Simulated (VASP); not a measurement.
Input of a VASP 6.6.1 run:

INCAR

```
SYSTEM = C
ALGO = Normal
EDIFF = 1E-6
EDIFFG = -0.01
ENCUT = 600
GGA = PS
IBRION = 2
ISIF = 3
ISMEAR = 0
LASPH = .TRUE.
LATTICE_CONSTRAINTS = .TRUE. .TRUE. .FALSE.
LCHARG = .FALSE.
LREAL = .FALSE.
LWAVE = .FALSE.
NELM = 80
NSW = 90
PREC = Accurate
SIGMA = 0.03
```

Contents of KPOINTS:

```
k-points
0
G
  15 15 1
  0 0 0
```

The input POSCAR:

```
C
1.0
    2.4700000000      0.0000000000      0.0000000000
   -1.2350000000      2.1390827500      0.0000000000
    0.0000000000      0.0000000000     18.0339500000
C
2
Direct
    0.0000000000      0.0000000000      0.4990587200
    0.6666666700      0.3333333300      0.5009412800
```

Potentials or basis: VASP PAW PBE potentials, release 64 (C).

Launch:

```sh
$ cat potpaw_PBE.64/C/POTCAR > POTCAR
$ mpirun -np 1 vasp_std > vasp.out
```

(1) Predict the relaxed volume.

(2) Predict the band gap on the k mesh.

(3) Predict the relaxed cell.

(4) Predict the space group after relaxing (to 0.05 Å).

Answers

(1) 47.25 Å³/atom.

(2) none (metal or under the smearing width).

(3) a = 2.460 Å, b = 2.460 Å, c = 18.034 Å, α = 90.00°, β = 90.00°, γ = 120.00°.

(4) P6/mmm (No. 191).

Caveat: the PAW data sets were made with another functional, which shifts forces and pressure a little.
